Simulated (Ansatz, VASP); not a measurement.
**One calculation of MgO, two programs**

```
CELL_PARAMETERS angstrom
0.00000 2.13515 2.13515
1.97501 0.00000 2.13515
1.97501 2.13515 0.00000
ATOMIC_POSITIONS crystal
Mg 0.00000 0.00000 0.00000
O 0.50000 0.50000 0.50000
```

Change from the starting cell: strain -0.0750 x Voigt [1, 0, 0, 0, 0, 0], atoms carried along.

Alike in both runs: task single point; functional r2SCAN; k mesh 10 × 10 × 10; occupations gaussian, width 0.05 eV; no spin polarisation.

|  | VASP | Ansatz |
| --- | --- | --- |
| version | VASP 6.6.1 | Ansatz 0.2.0 |
| potentials or method | VASP PAW PBE potentials, release 64 (Mg, O) | scalar-relativistic, plane waves, PAW |
| plane-wave cutoff (eV) | 520 | 500 |
| valence electrons in the cell | 8 | 16 |

```tsv
	VASP	Ansatz	Ansatz less VASP
gap on the k mesh at the Fermi level (eV)	5.87	5.90	+0.025
least direct gap on the mesh (eV)	5.87	5.90	+0.025
pressure (GPa)	6.9	8.0	+1.08
largest component of the traceless stress (GPa)	15.61	15.51	-0.098
```

The two sets of potentials don't hold the same shells in valence.

Caveats: the PAW data sets were made with another functional, which shifts forces and pressure a little (VASP).
